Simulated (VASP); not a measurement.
Input:

```
CELL_PARAMETERS angstrom
      3.56553     0.00000     0.00000
     -1.78277     3.08784     0.00000
      0.00000     0.00000     5.75664
ATOMIC_POSITIONS crystal
  In 0.66667 0.33333 0.50048
  In 0.33333 0.66667 0.00048
  N  0.66667 0.33333 0.87952
  N  0.33333 0.66667 0.37952
```

Level of theory: PBEsol GGA, VASP's PBE PAW potentials (set 64) (plane waves; VASP 6.6.1). Numerical set-up: 400 eV cut-off, 7×7×4 Γ-centred mesh, first-order Methfessel-Paxton smearing of 0.14 eV, potentials In_d N.

At this cut-off the stress carries a Pulay error, which pulls relaxed volumes low.

Q: Give the stress tensor in GPa (positive for a compressed cell).

A: 
```
-5.12   0.00   0.00
 0.00  -5.12   0.00
 0.00   0.00  -5.01
```
The pressure is its mean diagonal, -5.08 GPa.

The structure comes from a computed database's InN entry; how it stands against other phases isn't given here. The cell was not relaxed at this level.
